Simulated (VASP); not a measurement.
MoP, 2 atoms in the cell. Symmetry: P-6m2, No. 187, hexagonal system. The conventional cell has a = 3.241 Å, b = 3.241 Å, c = 3.195 Å, α = 90.00°, β = 90.00°, γ = 120.00°. Mo (site symmetry -6m2) is surrounded by 6 P at 2.46 Å. P (site symmetry -6m2) has 6 Mo at 2.46 Å as nearest neighbours. The cell is a database's computed one.

```yaml
Program: VASP 6.6.1
Task: relaxation of cell and atoms
Functional: PBE
Potentials_or_basis: VASP PAW PBE potentials, release 64 (Mo_sv, P)
Cutoff: 600 eV
k_mesh: 15 × 15 × 14
Occupations: methfessel-paxton, width 0.1 eV
Spin: no spin polarisation
Further_INCAR_settings: ALGO = Normal; EDIFF = 1e-06; IBRION = 2; EDIFFG = -0.005; NSW = 80; ISIF = 3
```

Potentials or basis: VASP PAW PBE potentials, release 64 (Mo_sv, P).

Command:

```bash
$ cat potpaw_PBE.64/Mo_sv/POTCAR potpaw_PBE.64/P/POTCAR > POTCAR
$ mpirun -np 2 vasp_std > vasp.out
```

Hardware: 2 MPI ranks on AMD EPYC 9R14 (Zen 4) (shared host).

Estimate the wall time of this run.

Run time: 27 s on 2 MPI ranks on AMD EPYC 9R14 (Zen 4), with other jobs on the host, peak memory 0.21 GiB a rank. Counts: scf iterations 12, k points 216, ion steps 1.
